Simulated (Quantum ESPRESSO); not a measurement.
**Sb in Quantum ESPRESSO: the effect of strain**

Sb:

```
Sb
1.0
     2.06803    1.19398    3.75800
    -2.06803    1.19398    3.75800
     0.00000   -2.38796    3.75800
Sb
2
Direct
  0.76651 0.76651 0.76651
  0.23349 0.23349 0.23349
```

Alike in all runs:

| Quantity | Value |
| --- | --- |
| Program | Quantum ESPRESSO 7.5 |
| Task | relaxation of the atoms |
| Functional | PBEsol |
| Potentials or basis | GBRV 1.5 PBEsol |
| Cutoff | 612 eV |
| Density cutoff | 4898 eV |
| k mesh | 6 × 6 × 6 |
| Occupations | fermi-dirac, width 0.05 eV |
| Spin | no spin polarisation |
| Kind of strain | biaxial_xy |
| Mixing beta | 0.5 |
| Most SCF iterations | 120 |
| SCF threshold | 4e-10 Ry |
| Most ionic steps | 40 |
| Forc conv thr | 0.0004 Ry/bohr |
| Etot conv thr | 1e-05 Ry |

Each run relaxes the cell or the atoms first.

```tsv
strain	pressure (GPa)
-0.04	?
-0.02	1.9
-0.01	0.8
0	-0.1
0.01	-1.1
0.02	-2.0
0.04	-3.6
```

Q: What does the run with strain -0.04 give?

A: Pressure 4.4 GPa.

Worked out: A parabola through the other rows of the pressure, of slope -118 GPa per unit of strain there, extrapolates to 4.1 GPa, against the run's 4.4.
